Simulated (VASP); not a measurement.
W:

```
CELL_PARAMETERS angstrom
0.00000 1.99362 1.99362
1.99362 0.00000 1.99362
1.99362 1.99362 0.00000
ATOMIC_POSITIONS crystal
W 0.00000 0.00000 0.00000
```

The cell was built by a generator and needn't be a form met in nature.

```yaml
Program: VASP 6.6.1
Task: relaxation of cell and atoms
Functional: RPBE
Potentials_or_basis: VASP PAW PBE potentials, release 64 (W_sv)
Cutoff: 600 eV
k_mesh: 14 × 14 × 14
Occupations: fermi-dirac, width 0.1 eV
Spin: no spin polarisation
```

At the start: pressure 16.1 GPa; volume 15.85 Å³/atom.

**Question.** Where does the relaxation end?

**Answer.** Over 4 steps the energy falls by 41.0 meV/atom and the volume is 16.71 Å³/atom (+5.4 %); space group Fm-3m (No. 225, to 0.05 Å).

Step by step:
```tsv
step	energy change (eV)	largest force (eV/Å)	pressure (GPa)	volume (Å³)
1	0.0000	0.0000	16.11	15.85
2	0.3242	0.0000	-32.65	19.79
3	-0.0408	0.0000	-1.02	16.76
4	-0.0410	0.0000	-0.08	16.71
```

Final structure:
```yaml
crystal:
  lattice:
    - [0.00000, 2.02900, 2.02900]
    - [2.02900, 0.00000, 2.02900]
    - [2.02900, 2.02900, 0.00000]
  atoms:
    - { symbol: W, position: [0.00000, 0.00000, 0.00000] }
```

Caveat: the PAW data sets were made with another functional, which shifts forces and pressure a little.
